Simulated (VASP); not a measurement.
# HfN (Fm-3m) in VASP: notebook, part 2 of 2

VASP 6.6.1. Earlier steps stand in the parts before.

### Step 5. Relaxation of cell and atoms, PBE+D3(BJ)

INCAR reads:

```
SYSTEM = HfN
  PREC = Accurate
  ENCUT = 600
  EDIFF = 1E-6
  ISMEAR = -1
  SIGMA = 0.05
  LREAL = .FALSE.
  LASPH = .TRUE.
  NELM = 60
  ALGO = Normal
  ISIF = 3
  LWAVE = .FALSE.
  LCHARG = .FALSE.
  GGA = PE
  IVDW = 12
  IBRION = 2
  NSW = 60
  EDIFFG = -0.005
```

KPOINTS reads:

```
regular mesh
0
G
  8 8 8
  0 0 0
```

POSCAR reads:

```
HfN
1.0
    0.0000000000      2.2560000000      2.2560000000
    2.2560000000      0.0000000000      2.2560000000
    2.2560000000      2.2560000000      0.0000000000
Hf N
1 1
Direct
    0.0000000000      0.0000000000      0.0000000000
    0.5000000000      0.5000000000      0.5000000000
```

On the command line:

```
cat potpaw_PBE.64/Hf_pv/POTCAR potpaw_PBE.64/N/POTCAR > POTCAR
mpirun -np 1 vasp_std > vasp.out
```

Wall time 20 s (1 thread of Intel Xeon Platinum 8488C (Sapphire Rapids), shared host); peak memory 0.18 GiB.

The run converged. Its results:

```yaml
Free_energy: -22.5185 eV
Relaxed_volume: 11.43 Å³/atom
Relaxed_cell: a = 3.185 Å, b = 3.185 Å, c = 3.185 Å, α = 60.00°, β = 60.00°, γ = 60.00°
Space_group_after_relaxing_to_0.05_Å: Fm-3m (No. 225)
Energy_gained_by_relaxing: 0.2 meV/atom
Ionic_steps: 3
Pressure_after_relaxing: 0.0 GPa
Band_gap_on_the_k_mesh: none (metal or under the smearing width)
Dispersion_energy_per_atom: -0.390 eV
```

Step by step:
```tsv
step	energy change (eV)	largest force (eV/Å)	pressure (GPa)	volume (Å³)
1	0.0000	0.0000	-1.37	22.96
2	0.0013	0.0000	2.69	22.64
3	-0.0005	0.0000	0.01	22.85
```

Final structure:
```yaml
crystal:
  lattice:
    - [0.00000, 2.25233, 2.25233]
    - [2.25233, 0.00000, 2.25233]
    - [2.25233, 2.25233, 0.00000]
  atoms:
    - { symbol: Hf, position: [0.00000, 0.00000, 0.00000] }
    - { symbol: N, position: [0.50000, 0.50000, 0.50000] }
```

Levels at points of the mesh, in eV from the Fermi level:
| k point | band 6 | band 7 | band 8 | band 9 | band 10 | band 11 |
| --- | --- | --- | --- | --- | --- | --- |
| (0.00, 0.00, 0.00) | -3.03 | -3.03 | -0.35 | -0.35 | -0.35 | 1.89 |
| (0.50, 0.00, 0.00) | -6.22 | -6.22 | 3.32 | 3.75 | 3.75 | 4.48 |
| (0.50, 0.50, 0.00) | -3.85 | -3.69 | -3.69 | 4.15 | 5.59 | 5.60 |

Caveat: pairwise dispersion overbinds metals, which lowers pressure and volume.

### Step 6. Single point, PBEsol

INCAR reads:

```
SYSTEM = HfN
PREC = Accurate
ENCUT = 520
EDIFF = 1E-6
ISMEAR = 0
SIGMA = 0.05
LREAL = .False.
LASPH = .True.
NELM = 80
ALGO = Normal
ISIF = 2
LWAVE = .False.
LCHARG = .False.
GGA = PS
```

KPOINTS reads:

```
Automatic mesh
0
Gamma
  10 10 10
  0 0 0
```

POSCAR reads:

```
HfN
3.1905
    0.000000000000      0.707099200752      0.707099200752
    0.707099200752      0.000000000000      0.707099200752
    0.707099200752      0.707099200752      0.000000000000
Hf N
1 1
Direct
    0.0000000000      0.0000000000      0.0000000000
    0.5000000000      0.5000000000      0.5000000000
```

Potentials or basis: VASP PAW PBE potentials, release 54 (Hf_pv, N).

On the command line:

```
cat potpaw_PBE.54/Hf_pv/POTCAR potpaw_PBE.54/N/POTCAR > POTCAR
mpirun -np 1 vasp_std > vasp.out
```

OUTCAR:

```text
SYSTEM = HfN
   PREC = Accurate
   ENCUT = 520
   EDIFF = 1E-6
   ISMEAR = 0
   LREAL = .False.
   LASPH = .True.
   NELM = 80
   ISIF = 2
   GGA = PS

 ion  position               nearest neighbor table
   1  0.000  0.000  0.000-   2 2.26   2 2.26   2 2.26   2 2.26   2 2.26   2 2.26
   2  0.500  0.500  0.500-   1 2.26   1 2.26   1 2.26   1 2.26   1 2.26   1 2.26

  LATTYP: Found a face centered cubic cell.
 ALAT       =     4.5120000000

  Lattice vectors:

 A1 = (   0.0000000000,   2.2560000000,   2.2560000000)
 A2 = (   2.2560000000,   0.0000000000,   2.2560000000)
 A3 = (   2.2560000000,   2.2560000000,   0.0000000000)

Analysis of symmetry for initial positions (statically):
=====================================================================
 Subroutine PRICEL returns:
 Original cell was already a primitive cell.

 Routine SETGRP: Setting up the symmetry group for a
 face centered cubic supercell.

 Subroutine GETGRP returns: Found 48 space group operations
 (whereof 48 operations were pure point group operations)
 out of a pool of 48 trial point group operations.

The static configuration has the point symmetry O_h .

Analysis of symmetry for dynamics (positions and initial velocities):
[... 196 lines left out ...]
      6       5.2392      2.00000
      7       5.2392      2.00000
      8       7.8630      2.00000
      9       7.8630      2.00000
     10       7.8630      2.00000
     11      10.0814      0.00000
[... 533 lines left out ...]
 k-point    40 :      -0.2000    0.3000    0.1000
  band No.  band energies     occupation
      1     -23.5074      2.00000
      2     -23.1673      2.00000
      3     -22.9313      2.00000
      4      -7.2159      2.00000
      5       0.7107      2.00000
      6       2.5131      2.00000
      7       2.9736      2.00000
      8       8.7426      0.00000
      9      11.6044      0.00000
     10      11.6568      0.00000
     11      12.6964      0.00000

 [... further k-points ...]

------------------------ aborting loop because EDIFF is reached ----------------------------------------

  FORCE on cell =-STRESS in cart. coord.  units (eV):
  Direction    XX          YY          ZZ          XY          YZ          ZX
  --------------------------------------------------------------------------------------
  -------------------------------------------------------------------------------------
  Total       -0.5855353     -0.5855353     -0.5855353     -0.0000000      0.0000000     -0.0000000
  in kB      -40.8522855    -40.8522855    -40.8522855     -0.0000000      0.0000000     -0.0000000
  external PRESSURE =     -40.8522855 kB  Pullay stress =       0.0000000 kB

 VOLUME and BASIS-vectors are now :
 -----------------------------------------------------------------------------
  energy-cutoff  :      520.00
  volume of cell :       22.96
      direct lattice vectors                 reciprocal lattice vectors
     0.000000000  2.256000000  2.256000000    -0.221631206  0.221631206  0.221631206
     2.256000000  0.000000000  2.256000000     0.221631206 -0.221631206  0.221631206
     2.256000000  2.256000000  0.000000000     0.221631206  0.221631206 -0.221631206

 POSITION                                       TOTAL-FORCE (eV/Angst)
 -----------------------------------------------------------------------------------
      0.00000      0.00000      0.00000        -0.000000     -0.000000     -0.000000
      2.25600      2.25600      2.25600         0.000000      0.000000      0.000000
 -----------------------------------------------------------------------------------
    total drift:                                0.000000     -0.000000     -0.000000

  FREE ENERGIE OF THE ION-ELECTRON SYSTEM (eV)
  ---------------------------------------------------
  free  energy   TOTEN  =       -22.9822516249 eV

  energy  without entropy=      -22.9812005280  energy(sigma->0) =      -22.98172608
```

stdout:

```text
POSCAR found type information on POSCAR HfN
 POSCAR found :  2 types and       2 ions
 scaLAPACK will be used
 -----------------------------------------------------------------------------
|                                                                             |
|                                                                             |
|     You enforced a specific xc type in the INCAR file but a different       |
|     I HOPE YOU KNOW WHAT YOU ARE DOING!                                     |
|                                                                             |
 -----------------------------------------------------------------------------

 LDA part: xc-table for (Slater+PW92), standard interpolation
 POSCAR, INCAR and KPOINTS ok, starting setup
 FFT: planning ... GRIDC
 FFT: planning ... GRID_SOFT
 FFT: planning ... GRID
 WAVECAR not read
 entering main loop
```

It used 6.1 s of CPU time on 1 thread of Intel(R) Xeon(R) Platinum 8559C (Emerald Rapids) (shared host), which was overloaded at the time.

Results:

* Free energy: -22.9823 eV
* Pressure: -4.1 GPa
* Band gap on the k mesh: none (metal or under the smearing width)

Caveat: the PAW data sets were made with another functional, which shifts forces and pressure a little.

### Step 7. Summary

```csv
task,level,potentials or basis,cell,k mesh,cutoff (eV),smearing,ladder,gap on the mesh (eV),pressure (GPa),relaxed volume (Å³/atom)
single point,PBE,"VASP PAW PBE potentials, release 64 (Hf_pv, N)",as given,10 × 10 × 10,520,gaussian 0.022 eV,-,none,4.2,-
relaxation of cell and atoms,LDA,"VASP PAW LDA potentials, release 64 (Hf_pv, N)",relaxed,8 × 8 × 8,600,fermi-dirac 0.05 eV,gaps,none,0.0,11.11
relaxation of cell and atoms,PBEsol,"VASP PAW PBE potentials, release 64 (Hf_pv, N)",relaxed,8 × 8 × 8,600,fermi-dirac 0.05 eV,gaps,none,0.0,11.32
relaxation of cell and atoms,PBE+D3(BJ),"VASP PAW PBE potentials, release 64 (Hf_pv, N)",relaxed,8 × 8 × 8,600,fermi-dirac 0.05 eV,gaps,none,0.0,11.43
single point,PBEsol,"VASP PAW PBE potentials, release 54 (Hf_pv, N)",as given,10 × 10 × 10,520,gaussian 0.05 eV,-,none,-4.1,-
```

Alike in all rows: no spin polarisation.

Caveats: the PAW data sets were made with another functional, which shifts forces and pressure a little (some runs); pairwise dispersion overbinds metals, which lowers pressure and volume (some runs).

Total energies depend on the potentials used, so only differences within one code and one set of settings carry meaning.
